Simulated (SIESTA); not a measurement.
HfB2:

```
Hf B
1.0
     3.14000    0.00000    0.00000
    -1.57000    2.71932    0.00000
     0.00000    0.00000    3.48000
Hf B
1 2
Direct
  0.00000 0.00000 0.00000
  0.66667 0.33333 0.50000
  0.33333 0.66667 0.50000
```

Base run:

| Item | Value |
| --- | --- |
| Program | SIESTA 5.4.2 |
| Functional | PBE |
| Potentials or basis | PseudoDojo 0.4 standard (PBE files) |
| Basis | DZ (energy shift 0.003 Ry; two zetas on semicore shells) |
| Grid cutoff | 800 Ry |
| Energy shift | 0.003 Ry |
| k mesh | 10 × 10 × 8 |
| Occupations | fermi-dirac, width 0.05 eV |
| Spin | no spin polarisation |

Its results: band gap on the k mesh none (metal or under the smearing width); pressure 3.4 GPa.

Problem. The run is repeated on the same cell with these changes: basis from DZ (energy shift 0.003 Ry; two zetas on semicore shells) to DZP (energy shift 0.003 Ry; two zetas on semicore shells). What comes out?

Solution. Band gap on the k mesh none (metal or under the smearing width); pressure 2.6 GPa.

Caveats: short orbitals over semicore shells can move pressures by several GPa; the basis of atomic orbitals isn't converged, which shifts pressures, moduli and gaps; the basis has no polarisation orbitals (some runs).

Not every run made on this cell is shown here.
